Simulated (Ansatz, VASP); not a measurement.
Cu in VASP and in Ansatz

```xyz
1
Lattice="0.0000 1.8327 1.8327 1.8327 0.0000 1.8327 1.8327 1.8327 0.0000" Properties=species:S:1:pos:R:3 pbc="T T T"
Cu    0.0000    0.0000    0.0000
```

Alike in both runs: functional PBE; k mesh 19 × 19 × 19; occupations fermi-dirac, width 0.05 eV; no spin polarisation.

Ansatz relaxed the structure, and its values are those at the end. VASP's run is a single point on that final structure, the one shown.

|  | VASP | Ansatz |
| --- | --- | --- |
| version | VASP 6.6.1 | Ansatz 0.2.0 |
| potentials or method | VASP PAW PBE potentials, release 64 (Cu), cutoff 520 eV | all-electron LAPW, non-relativistic |

```csv
,VASP,Ansatz,Ansatz less VASP
pressure (GPa),-3.4,0.0,+3.39
```

Ansatz ran all-electron here, so the differences hold the error of VASP's frozen core and of both bases.
